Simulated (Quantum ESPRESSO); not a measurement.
The system is TiO2.

```
Ti O
1.0
     4.59984    0.00000    0.00000
     0.00000    4.59984    0.00000
     0.00000    0.00000    2.95921
Ti O
2 4
Direct
  0.00000 0.00000 0.50000
  0.50000 0.50000 0.00000
  0.30432 0.30432 0.50000
  0.19568 0.80432 0.00000
  0.80432 0.19568 0.00000
  0.69568 0.69568 0.50000
```

The cell is a database's computed one.

Program: Quantum ESPRESSO 7.5. Alike in all runs: task dielectric tensor; no spin polarisation; cell as given; k mesh 4 × 4 × 6, shifted; cutoff (eV) 1143; smearing fermi-dirac 0.05 eV.

Question: Order these runs on this cell by their pressure, lowest first.
A. level LDA; potentials or basis PseudoDojo 0.4.1 SR LDA standard; form of the LDA correlation PW92
B. level BLYP; potentials or basis PseudoDojo 0.4.1 SR PBE standard
C. level PBE; potentials or basis PseudoDojo 0.4.1 SR PBE standard
D. level WC; potentials or basis PseudoDojo 0.4.1 SR PBE standard

Answer: A (-9.3 GPa), D (-2.7 GPa), C (3.6 GPa), B (10.2 GPa).

Caveats: the cell is more than 3 GPa from zero pressure, which shifts response properties (some runs); the potentials were made for another functional, which shifts forces and pressure (some runs).
